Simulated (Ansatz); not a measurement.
Basis-set extrapolation for `CCCN` (PBE0-D4/def2-TZVP geometry, frozen core, Ansatz 0.2.0). Multiplicity 1, RHF reference.

|  | def2-TZVPP | def2-QZVPP |
| --- | --- | --- |
| HF | -173.356421 | -173.365041 |
| MP2 correlation | -0.751829 | -0.800385 |
| CCSD(T) correlation | -0.826369 | not run |

Energies in hartree. Use E(X) = E(∞) + A·exp(−7.88·√X) for Hartree–Fock and E(X) = E(∞) + B·X^(−2.97) for correlation, with X = 3 and 4, and add CCSD(T) minus MP2 of the smaller set to the MP2 limit.

Problem. What is the CCSD(T) energy at the basis-set limit?

Solution. HF limit: -173.365041 + (-0.008620) × 0.13774 = -173.36623. MP2 limit: -0.800385 + (-0.048556) × 0.74074 = -0.83635. Higher-order term: -0.826369 − (-0.751829) = -0.07454. Total: -174.27712 hartree, 247.7 kJ/mol below CCSD(T)/def2-TZVPP.
